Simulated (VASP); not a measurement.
# TePb (Fm-3m) in VASP: further runs

Runs on TePb. Level: PBE. Tasks: single point.

Everything below comes from runs of VASP 6.6.1. Logs are shortened: lines on timing, memory, paths and dates and some standing lists are left out, and cuts for length are marked.

**Measured values to compare with.**

A printed reference work, monograph reports, for a bulk crystal of TePb at 4.2 K: band gap 0.19 eV (direct).

How close the calculation comes is told below.

**1. Starting point**

The structure is cubic, space group Fm-3m (No. 225). Conventional cell: a = 6.454 Å, b = 6.454 Å, c = 6.454 Å, α = 90.00°, β = 90.00°, γ = 90.00°. Te (site symmetry m-3m) is surrounded by 6 Pb at 3.23 Å. Pb (site symmetry m-3m) is surrounded by 6 Te at 3.23 Å.

**2. Single point, PBE**

INCAR reads:

```
  PREC = Accurate
  ENCUT = 520
  EDIFF = 1E-6
  ISMEAR = 0
  SIGMA = 0.05
  LREAL = False
  LASPH = True
  NELM = 100
  ALGO = Normal
  ISIF = 2
  LWAVE = False
  LCHARG = False
  GGA = PE
  NBANDS = 17
```

KPOINTS reads:

```
Automatic mesh
0
Gamma
  8 8 8
```

POSCAR reads:

```
TePb
1.0
    0.0000000000      3.2270000000      3.2270000000
    3.2270000000      0.0000000000      3.2270000000
    3.2270000000      3.2270000000      0.0000000000
Te Pb
1 1
Direct
    0.5000000000      0.5000000000      0.5000000000
    0.0000000000      0.0000000000      0.0000000000
```

Potentials or basis: VASP PAW PBE potentials, release 64 (Te, Pb_d).

The run is started by

```
$ cat potpaw_PBE.64/Te/POTCAR potpaw_PBE.64/Pb_d/POTCAR > POTCAR
$ mpirun -np 1 vasp_std > vasp.out
```

OUTCAR:

```text
PREC = Accurate
   ENCUT = 520
   EDIFF = 1E-6
   ISMEAR = 0
   LREAL = False
   LASPH = True
   NELM = 100
   ISIF = 2
   GGA = PE

 ion  position               nearest neighbor table
   1  0.500  0.500  0.500-   2 3.23   2 3.23   2 3.23   2 3.23   2 3.23   2 3.23
   2  0.000  0.000  0.000-   1 3.23   1 3.23   1 3.23   1 3.23   1 3.23   1 3.23

  LATTYP: Found a face centered cubic cell.
 ALAT       =     6.4540000000

  Lattice vectors:

 A1 = (   0.0000000000,   3.2270000000,   3.2270000000)
 A2 = (   3.2270000000,   0.0000000000,   3.2270000000)
 A3 = (   3.2270000000,   3.2270000000,   0.0000000000)

Analysis of symmetry for initial positions (statically):
=====================================================================
 Subroutine PRICEL returns:
 Original cell was already a primitive cell.

 Routine SETGRP: Setting up the symmetry group for a
 face centered cubic supercell.

 Subroutine GETGRP returns: Found 48 space group operations
 (whereof 48 operations were pure point group operations)
 out of a pool of 48 trial point group operations.

The static configuration has the point symmetry O_h .

Analysis of symmetry for dynamics (positions and initial velocities):
=====================================================================
 Subroutine PRICEL returns:
 Original cell was already a primitive cell.

 Routine SETGRP: Setting up the symmetry group for a
 face centered cubic supercell.

 Subroutine GETGRP returns: Found 48 space group operations
 (whereof 48 operations were pure point group operations)
 out of a pool of 48 trial point group operations.

The dynamic configuration has the point symmetry O_h .

 Subroutine INISYM returns: Found 48 space group operations
 (whereof 48 operations are pure point group operations),
 and found     1 'primitive' translations

----------------------------------------------------------------------------------------

                                     Primitive cell

  volume of cell :      67.2089

  direct lattice vectors                    reciprocal lattice vectors
     0.000000000  3.227000000  3.227000000    -0.154942671  0.154942671  0.154942671
     3.227000000  0.000000000  3.227000000     0.154942671 -0.154942671  0.154942671
     3.227000000  3.227000000  0.000000000     0.154942671  0.154942671 -0.154942671

  length of vectors
     4.563667166  4.563667166  4.563667166     0.268368579  0.268368579  0.268368579

  position of ions in fractional coordinates (direct lattice)
     0.500000000  0.500000000  0.500000000
     0.000000000  0.000000000  0.000000000

  ion indices of the primitive-cell ions
   primitive index   ion index
                 1           1
                 2           2

----------------------------------------------------------------------------------------

 KPOINTS: Automatic mesh

Automatic generation of k-mesh.
 Grid dimensions read from file:
 generate k-points for:    8    8    8

 Generating k-lattice:

  Cartesian coordinates                     Fractional coordinates (reciprocal lattice)
    -0.019367834  0.019367834  0.019367834     0.125000000  0.000000000  0.000000000
     0.019367834 -0.019367834  0.019367834     0.000000000  0.125000000  0.000000000
     0.019367834  0.019367834 -0.019367834     0.000000000  0.000000000  0.125000000

  Length of vectors
     0.033546072  0.033546072  0.033546072

  Shift w.r.t. Gamma in fractional coordinates (k-lattice)
     0.000000000  0.000000000  0.000000000

 Subroutine IBZKPT returns following result:
 ===========================================

 Found     29 irreducible k-points:

 Following reciprocal coordinates:
            Coordinates               Weight
  0.000000  0.000000  0.000000      1.000000
  0.125000  0.000000  0.000000      8.000000
  0.250000  0.000000  0.000000      8.000000
  0.375000  0.000000  0.000000      8.000000
  0.500000  0.000000  0.000000      4.000000
  0.125000  0.125000  0.000000      6.000000
[... 16 lines left out ...]
  0.500000  0.250000  0.125000     48.000000
 -0.375000  0.250000  0.125000     24.000000
 [... further k-points ...]
   k-points           NKPTS =     29   k-points in BZ     NKDIM =     29   number of bands    NBANDS=     17
   number of dos      NEDOS =    301   number of ions     NIONS =      2
   total plane-waves  NPLWV =  46656
   dimension x,y,z NGX =    36 NGY =   36 NGZ =   36
   dimension x,y,z NGXF=    72 NGYF=   72 NGZF=   72
   ions per type =               1   1
   NGX,Y,Z   is equivalent  to a cutoff of  13.11, 13.11, 13.11 a.u.
   NGXF,Y,Z  is equivalent  to a cutoff of  26.23, 26.23, 26.23 a.u.
 SYSTEM =  unknown system
   PREC   = accura    normal or accurate (medium, high low for compatibility)
   ISTART =      0    job   : 0-new  1-cont  2-samecut
   ICHARG =      2    charge: 1-file 2-atom 10-const
   ISPIN  =      1    spin polarized calculation?
   LNONCOLLINEAR =      F non collinear calculations
   LSORBIT =      F    spin-orbit coupling
   LASPH  =      T    aspherical Exc in radial PAW
   ENCUT  =  520.0 eV  38.22 Ry    6.18 a.u.   8.49  8.49  8.49*2*pi/ulx,y,z
   NELM   =    100;   NELMIN=  2; NELMDL= -5     # of ELM steps
   EDIFF  = 0.1E-05   stopping-criterion for ELM
   LREAL  =      F    real-space projection
   EDIFFG = 0.1E-04   stopping-criterion for IOM
   NSW    =      0    number of steps for IOM
   IBRION =     -1    ionic relax: 0-MD 1-quasi-New 2-CG
   NFREE  =      0    steps in history (QN), initial steepest desc. (CG)
   ISIF   =      2    stress and relaxation
   ISYM   =      2    0-nonsym 1-usesym 2-fastsym
   POTIM  = 0.5000    time-step for ionic-motion
   TEBEG  =    0.0;   TEEND  =   0.0 temperature during run
   PSTRESS=    0.0 pullay stress
   NELECT =      20.0000    total number of electrons
   NUPDOWN=      -1.0000    fix difference up-down
   EMIN   =  10.00;   EMAX   =-10.00  energy-range for DOS
   EFERMI =   0.00;   METHOD = LEGACY
   ISMEAR =     0;   SIGMA  =   0.05  broadening in eV -4-tet -1-fermi 0-gaus
   EFERMI_NEDOS =   21; number of points for ismear=-14 and -15
   IALGO  =     38    algorithm
   IMIX   =      4    mixing-type and parameters
     AMIX     =   0.40;   BMIX     =  1.00
     AMIX_MAG =   1.60;   BMIX_MAG =  1.00
  volume/ion in A,a.u.               =      33.60       226.77
  Fermi-wavevector in a.u.,A,eV,Ry     =   1.092972  2.065418 16.253366  1.194589
  Thomas-Fermi vector in A             =   2.229249
   LORBIT       =      0    0 simple, 1 ext, 2 COOP (PROOUT), +10 PAW based schemes
   GGA     = PE    functional components
   LHFCALC =     F    Hartree Fock is set to
   AEXX    =    0.0000 exact exchange contribution
   IVDW    =     0    specifies the selected vdW correction
   LEPSILON=     F    determine dielectric tensor
   LRPA    =     F    only Hartree local field effects (RPA)
 non-spin polarized calculation
 Gauss-broadening in eV      SIGMA  =   0.05
  energy-cutoff  :      520.00
  volume of cell :       67.21
 maximum number of plane-waves:      1837
 NGX is ok and might be reduce to    36
   NGX = 17   NGY = 17   NGZ = 17

 number of electron      20.0000002 magnetization

 Free energy of the ion-electron system (eV)
  ---------------------------------------------------
  ext. energy  EPLUGINS =         0.00000000
  ---------------------------------------------------
  free energy    TOTEN  =        -7.49777329 eV

  energy without entropy =       -7.49777329  energy(sigma->0) =       -7.49777329

 E-fermi :   5.9008     XC(G=0):  -9.3171

 val. band max:        5.6748592106   @ k =   0.5000   0.0000   0.0000
 cond. band min:       6.4022497150   @ k =   0.5000   0.0000   0.0000
 fundamental gap:      0.7273905044
 Fermi energy:         5.9007728956

 k-point     1 :       0.0000    0.0000    0.0000
  band No.  band energies     occupation
      1     -11.0542      2.00000
      2     -11.0542      2.00000
      3     -11.0448      2.00000
      4     -11.0448      2.00000
      5     -11.0448      2.00000
      6      -6.3769      2.00000
[... 9 lines left out ...]
     16      11.4603      0.00000
     17      13.0245      0.00000

 k-point     2 :       0.1250    0.0000    0.0000
  band No.  band energies     occupation
      1     -11.0561      2.00000
      2     -11.0561      2.00000
      3     -11.0443      2.00000
      4     -11.0426      2.00000
      5     -11.0426      2.00000
      6      -6.2423      2.00000
[... 9 lines left out ...]
     16      11.7547      0.00000
     17      14.0863      0.00000

 k-point     3 :       0.2500    0.0000    0.0000
  band No.  band energies     occupation
      1     -11.0614      2.00000
      2     -11.0614      2.00000
      3     -11.0434      2.00000
      4     -11.0363      2.00000
      5     -11.0363      2.00000
      6      -5.8546      2.00000
[... 9 lines left out ...]
     16      12.5538      0.00000
     17      15.9872      0.00000

 k-point     4 :       0.3750    0.0000    0.0000
  band No.  band energies     occupation
      1     -11.0671      2.00000
      2     -11.0671      2.00000
      3     -11.0427      2.00000
      4     -11.0298      2.00000
      5     -11.0298      2.00000
      6      -5.2963      2.00000
[... 9 lines left out ...]
     16      13.7760      0.00000
     17      16.4052      0.00000
[... 343 lines left out ...]
      1     -11.0765      2.00000
      2     -11.0554      2.00000
      3     -11.0459      2.00000
      4     -11.0323      2.00000
      5     -11.0310      2.00000
      6      -5.5333      2.00000
[... 9 lines left out ...]
     16      14.3461      0.00000
     17      14.6698      0.00000

 k-point    23 :       0.5000    0.2500    0.1250
  band No.  band energies     occupation
      1     -11.0820      2.00000
      2     -11.0598      2.00000
      3     -11.0421      2.00000
      4     -11.0308      2.00000
      5     -11.0267      2.00000
      6      -5.0361      2.00000
[... 9 lines left out ...]
     16      14.6119      0.00000
     17      15.7241      0.00000

 k-point    24 :      -0.3750    0.2500    0.1250
  band No.  band energies     occupation
      1     -11.0838      2.00000
      2     -11.0622      2.00000
      3     -11.0385      2.00000
      4     -11.0327      2.00000
      5     -11.0245      2.00000
      6      -4.7383      2.00000
[... 9 lines left out ...]
     16      15.4768      0.00000
     17      15.7869      0.00000

 [... further k-points ...]

------------------------ aborting loop because EDIFF is reached ----------------------------------------

  FORCE on cell =-STRESS in cart. coord.  units (eV):
  Direction    XX          YY          ZZ          XY          YZ          ZX
  --------------------------------------------------------------------------------------
  -------------------------------------------------------------------------------------
  Total        0.9452202      0.9452202      0.9452202     -0.0000000      0.0000000      0.0000000
  in kB       22.5328796     22.5328796     22.5328796     -0.0000000      0.0000000      0.0000000
  external PRESSURE =      22.5328796 kB  Pullay stress =       0.0000000 kB

 VOLUME and BASIS-vectors are now :
 -----------------------------------------------------------------------------
  energy-cutoff  :      520.00
  volume of cell :       67.21
      direct lattice vectors                 reciprocal lattice vectors
     0.000000000  3.227000000  3.227000000    -0.154942671  0.154942671  0.154942671
     3.227000000  0.000000000  3.227000000     0.154942671 -0.154942671  0.154942671
     3.227000000  3.227000000  0.000000000     0.154942671  0.154942671 -0.154942671

 POSITION                                       TOTAL-FORCE (eV/Angst)
 -----------------------------------------------------------------------------------
      3.22700      3.22700      3.22700         0.000000     -0.000000     -0.000000
      0.00000      0.00000      0.00000        -0.000000      0.000000      0.000000
 -----------------------------------------------------------------------------------
    total drift:                               -0.000000      0.000000      0.000000

  FREE ENERGIE OF THE ION-ELECTRON SYSTEM (eV)
  ---------------------------------------------------
  free  energy   TOTEN  =        -7.4977732912 eV

  energy  without entropy=       -7.4977732912  energy(sigma->0) =       -7.49777329
```

Wall time 22 s (1 thread of Intel Xeon Platinum 8488C (Sapphire Rapids), shared host); peak memory 0.21 GiB.

What came out:

| Quantity | Value |
| --- | --- |
| Free energy | -7.4978 eV |
| Pressure | 2.3 GPa |
| Band gap on the k mesh | 0.73 eV, direct |

Levels at points of the mesh, in eV from the valence-band top:
```tsv
k point	band 7	band 8	band 9	band 10	band 11	band 12	band 13	band 14
(0.00, 0.00, 0.00)	-5.59	-1.36	-1.36	-1.36	4.08	4.08	4.08	5.79
(0.50, 0.00, 0.00)	-8.61	-0.90	-0.90	0.00	0.73	1.26	1.26	8.39
(0.50, 0.50, 0.00)	-7.30	-4.53	-2.82	-2.82	3.27	5.49	5.49	6.73
```

Caveat: spin-orbit coupling is left out, which as a rule narrows the gap of such compounds by several tenths of an eV.

**3. Single point, PBE**

INCAR reads:

```
SYSTEM = TePb
PREC = Accurate
ENCUT = 520
EDIFF = 1E-6
ISMEAR = 0
SIGMA = 0.05
LREAL = .False.
LASPH = .True.
NELM = 100
ALGO = Fast
ISIF = 2
LWAVE = .False.
LCHARG = .True.
GGA = PE
LELF = .True.
LVHAR = .True.
NBANDS = 17
```

KPOINTS reads:

```
regular mesh
0
Gamma
  8 8 8
  0 0 0
```

POSCAR is that of step 2.

Potentials or basis: VASP PAW PBE potentials, release 64 (Te, Pb_d).

The run is started by

```
$ cat potpaw_PBE.64/Te/POTCAR potpaw_PBE.64/Pb_d/POTCAR > POTCAR
$ mpirun -np 1 vasp_std > vasp.out
```

Run time: 24 s. Hardware: 1 thread of Intel Xeon Platinum 8488C (Sapphire Rapids), shared host; peak memory 0.22 GiB.

Results (log left out):

```
Free energy            : -7.4978 eV
Pressure               : 2.3 GPa
Band gap on the k mesh : 0.73 eV, direct
```

Levels at points of the mesh, in eV from the valence-band top:
| k point | band 7 | band 8 | band 9 | band 10 | band 11 | band 12 | band 13 | band 14 |
| --- | --- | --- | --- | --- | --- | --- | --- | --- |
| (0.00, 0.00, 0.00) | -5.59 | -1.36 | -1.36 | -1.36 | 4.08 | 4.08 | 4.08 | 5.79 |
| (0.50, 0.00, 0.00) | -8.61 | -0.90 | -0.90 | 0.00 | 0.73 | 1.26 | 1.26 | 8.39 |
| (0.50, 0.50, 0.00) | -7.30 | -4.53 | -2.82 | -2.82 | 3.27 | 5.49 | 5.49 | 6.73 |

Caveat: spin-orbit coupling is left out, which as a rule narrows the gap of such compounds by several tenths of an eV.

**4. Comparison with measurements**

Step 2. A measured gap of TePb is 0.19 eV (direct; 4.2 K; a printed reference work, monograph); the calculated 0.73 eV misses it by +0.54 eV. Spin-orbit coupling on Pb, Te is left out. The value is that of PBE on a finite k mesh, which can miss the band edges, without temperature or zero-point motion.

Step 3. A measured gap of TePb is 0.19 eV (direct; 4.2 K; a printed reference work, monograph); the calculated 0.73 eV misses it by +0.54 eV. Spin-orbit coupling on Pb, Te is left out. The value is that of PBE on a finite k mesh, which can miss the band edges, without temperature or zero-point motion.
